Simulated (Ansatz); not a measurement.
Input of an Ansatz 0.2.0 run:

The input input.yaml:

```yaml
crystal:
  lattice:
    - [2.881, 0.0, 0.0]
    - [0.0, 2.881, 0.0]
    - [0.0, 0.0, 2.881]
  atoms:
    - { symbol: Ni, position: [0.5, 0.5, 0.5], spin: 1.0 }
    - { symbol: Al, position: [0.0, 0.0, 0.0] }
hamiltonian:
  xc: pbe
  pseudopotentials: { kind: paw }
magnetization:
  spin_polarized: true
kpoints:
  mp_grid: { grid: [9, 9, 9] }
scf:
  occupations: { method: gaussian, width: 0.017 }
output:
  forces: true
  stress: true
  eigenvalues: true
```

Potentials or basis: Ansatz PAW.

Command:

```bash
$ ansatz run input.yaml --threads 2 --pin off --max-ram 5632MiB --backend cpu --events-out ev --progress --plain --runs-dir out
```

Q: Predict the net moment.

A: 0.00 μB per cell.

Q: What does it give for the absolute moment?

A: 0.00 μB per cell.

Q: Estimate the band gap on the k mesh.

A: None (metal or under the smearing width).

Q: Estimate the pressure.

A: 1.9 GPa.

Caveat: the starting moments weren't kept.
